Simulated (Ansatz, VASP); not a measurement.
**Ti in VASP and in Ansatz**

```
Ti
1.0
     4.60000    0.00000    0.00000
    -2.30000    3.98372    0.00000
     0.00000    0.00000    2.82000
Ti
3
Direct
  0.00000 0.00000 0.00000
  0.33333 0.66667 0.50000
  0.66667 0.33333 0.50000
```

This isn't the form of Ti at room conditions, which is hcp.

Alike in both runs: task single point; functional PBEsol; k mesh 6 × 6 × 8; occupations gaussian, width 0.1 eV; no spin polarisation.

|  | VASP | Ansatz |
| --- | --- | --- |
| version | VASP 6.6.1 | Ansatz 0.2.0 |
| potentials or method | VASP PAW PBE potentials, release 64 (Ti_sv) | plane waves, PAW |
| plane-wave cutoff (eV) | 520 | 420 |
| valence electrons in the cell | 36 | 36 |

VASP gave:

```
pressure (GPa)                                  : -5.0
largest component of the traceless stress (GPa) : 1.05
```

Question: Estimate Ansatz's values.

Answer: Pressure (GPa): -4.8; largest component of the traceless stress (GPa): 1.04.

Ansatz warned: «structure_snapped_to_symmetry».

Caveats: the PAW data sets were made with another functional, which shifts forces and pressure a little (VASP).
